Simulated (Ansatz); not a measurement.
TiO$_{2}$: random displacements

Method: DFT PBE+U, scalar-relativistic, plane waves, PAW in Ansatz 0.2.0. Cutoff 420 eV, Γ-centred 8×8×8 k-points, Gaussian smearing of 0.05 eV. U_eff on d shells: Ti 4 eV. No spin polarisation. Energies are free energies at this smearing, counted from the undisturbed cell; pressure is positive in compression.

The undisturbed cell (relaxed at this level):

```yaml
crystal:
  lattice:
    - [-1.90894, 1.90894, 4.88836]
    - [1.90894, -1.90894, 4.88836]
    - [1.90894, 1.90894, -4.88836]
  atoms:
    - { symbol: Ti, position: [0.00000, 0.00000, 0.00000] }
    - { symbol: Ti, position: [0.75000, 0.25000, 0.50000] }
    - { symbol: O, position: [0.20528, 0.20528, 0.00000] }
    - { symbol: O, position: [0.95528, 0.45528, 0.50000] }
    - { symbol: O, position: [0.54472, 0.04472, 0.50000] }
    - { symbol: O, position: [0.79472, 0.79472, 0.00000] }
```

The atoms are displaced (Å, in the unstrained cell):

```tsv
atom	ux	uy	uz
Ti1	0.017	-0.023	0.053
Ti2	0.050	-0.049	0.006
O3	-0.041	-0.036	-0.092
O4	0.035	0.092	0.003
O5	-0.028	0.048	0.007
O6	-0.033	-0.033	0.023
```

Strain (Voigt, engineering shear): (-0.0392, 0.0556, 0.0340, -0.0396, -0.0208, 0.0404).

What are the energy change, the stress and the forces?

ΔE = 93.7 meV/atom; stress (xx, yy, zz, yz, xz, xy; compression positive) (10.13, -16.38, -6.51, 5.78, 1.03, -2.11) GPa; gap on the mesh 2.53 eV.
```
atom Fx (eV/Å) Fy Fz
 Ti1       0.09  -0.20   1.04
 Ti2      -0.88   0.26  -1.83
  O3       0.24   1.09   0.75
  O4      -0.71  -0.22  -0.50
  O5       0.30  -0.82   0.55
  O6       0.96  -0.11   0.00
```

Cost: 1 run of about 1.2 core-minutes, on Arm Neoverse V2 (shared hosts).